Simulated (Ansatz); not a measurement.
# Ir (sc type): how the settings move a single-point run

Aim: see which settings change the result for Ir (sc type), by how much, and at what cost.

Program: Ansatz 0.2.0. Level of theory: reference: DFT, PBE, PAW with Ansatz's default frozen-core files, scalar-relativistic. These are calculated values, not measurements.

1 further run of the same task is left out (it didn't finish).

### Step 1. The system as given

Symmetry: Pm-3m, No. 221, cubic system. The conventional cell has a = 2.283 Å, b = 2.283 Å, c = 2.283 Å, α = 90.00°, β = 90.00°, γ = 90.00°. Ir (site symmetry m-3m) has 6 Ir at 2.28 Å as nearest neighbours.

As a file:

```xyz
1
Lattice="2.2827 0.0000 0.0000 0.0000 2.2827 0.0000 0.0000 0.0000 2.2827" Properties=species:S:1:pos:R:3 pbc="T T T"
Ir    0.0000    0.0000    0.0000
```

### Step 2. The reference run

File input.yaml:

```yaml
crystal:
  lattice:
    - [2.2827216074, 0.0, 0.0]
    - [0.0, 2.2827216074, 0.0]
    - [0.0, 0.0, 2.2827216074]
  atoms:
    - { symbol: Ir, position: [0.0, 0.0, 0.0] }
kpoints:
  mp_grid: { grid: [17, 17, 17] }
scf:
  occupations: { method: fermi_dirac, width: 0.08 }
hamiltonian:
  xc: pbe
  pseudopotentials: { kind: paw, partial_waves: polarizable }
output:
  forces: true
  stress: true
  eigenvalues: true
```

Command:

```
$ ansatz run input.yaml --threads 1 --pin off --max-ram 2048MiB --backend cpu --events-out ev --progress --plain --runs-dir out
```

### Step 3. Changing settings: hubbard.sites [{species: Ir, l: d, u_eff: 5.0}], hubbard.double_counting amf

input.yaml, as its differences from that of step 2:

```diff
@@ -14,2 +14,3 @@
   pseudopotentials: { kind: paw, partial_waves: polarizable }
+  hubbard: { sites: [{ species: Ir, l: d, u_eff: 5.0 }], double_counting: amf }
 output:
@@ -18 +19,5 @@
   eigenvalues: true
+  write_density: true
+  write_potential: true
+  elf: true
+  volumetric_format: npy
```

Q: Predict the outcome of this session. Wanted: for each run, ending; energy change; pressure; gap; force.

The runs gave:

```csv
run,ending,energy change,pressure (GPa),gap (eV),force (eV/Å),cycles,time
reference,converged,0,208.3,0.00,0.00,6,1.7 s
"1: hubbard.sites [{species: Ir, l: d, u_eff: 5.0}], hubbard.double_counting amf",converged,-10.6 meV/atom (U changed: no physical gain or loss),208.2,0.00,0.00,7,4.8 s
```

Times don't compare one to one where runs were asked for different outputs or read a saved state (see the inputs); cycles may leave out searches for a lower state.

Residual by cycle in the longest SCF loop of each run; runs are numbered as in the table. The quantity is the density residual dr2, in eV.

```csv
cycle,reference,run 1
1,0.00838,0.0353
2,0.00294,0.0156
3,4.5e-6,5.1e-4
4,7.0e-9,1.1e-4
5,1.1e-9,6.1e-7
6,2.2e-10,1.6e-8
7,-,1.2e-10
```

Changing the Hubbard U moves the energy by -10.6 meV/atom. The U term adds an energy of its own, so the shift says nothing about which run is better. A changed U is a change of model: its shifts are not errors of convergence. The structure is not at rest: the sound run finds 208 GPa, so these are no properties of the relaxed crystal. 
